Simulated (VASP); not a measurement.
Wanted: the native input for a VASP 6.6.1 run.

- Task: relaxation of cell and atoms
- Functional: r2SCAN
- Potentials or basis: VASP PAW PBE potentials, release 64 (Hf_pv)
- Cutoff: 600 eV
- k mesh: 18 × 18 × 9
- Occupations: methfessel-paxton, width 0.1 eV
- Spin: no spin polarisation
- Further INCAR settings: ALGO = Normal; EDIFF = 1e-06; IBRION = 2; EDIFFG = -0.01; NSW = 90; ISIF = 3

The structure of Hf lies in POSCAR:

```
Hf
1.0
    3.1967000000      0.0000000000      0.0000000000
   -1.5983500000      2.7684234083      0.0000000000
    0.0000000000      0.0000000000      5.0578000000
Hf
2
Direct
    0.3333333333      0.6666666667      0.2500000000
    0.6666666667      0.3333333333      0.7500000000
```

One way to write it, as run:

INCAR

```
SYSTEM = Hf
  ALGO = Normal
  EDIFF = 1E-6
  EDIFFG = -0.01
  ENCUT = 600
  IBRION = 2
  ISIF = 3
  ISMEAR = 1
  LASPH = .TRUE.
  LCHARG = .FALSE.
  LMIXTAU = .TRUE.
  LREAL = .FALSE.
  LWAVE = .FALSE.
  METAGGA = R2SCAN
  NELM = 80
  NSW = 90
  PREC = Accurate
  SIGMA = 0.1
```

KPOINTS

```
k-points
0
G
  18 18 9
  0 0 0
```

Potentials or basis: VASP PAW PBE potentials, release 64 (Hf_pv).

The run is started by

```sh
$ cat potpaw_PBE.64/Hf_pv/POTCAR > POTCAR
$ mpirun -np 1 vasp_std > vasp.out
```

It gave:

```yaml
Relaxed_volume: 22.22 Å³/atom
Relaxed_cell: a = 3.193 Å, b = 3.193 Å, c = 5.032 Å, α = 90.00°, β = 90.00°, γ = 120.00°
Space_group_after_relaxing_to_0.05_Å: P6_3/mmc (No. 194)
Energy_gained_by_relaxing: 0.5 meV/atom
Ionic_steps: 7
Pressure_after_relaxing: 0.0 GPa
Band_gap_on_the_k_mesh: none (metal or under the smearing width)
```

Caveat: the PAW data sets were made with another functional, which shifts forces and pressure a little.

Wall time 19 min on 1 thread of Intel(R) Xeon(R) 6975P-C (Granite Rapids), with other jobs on the host, peak memory 0.32 GiB.
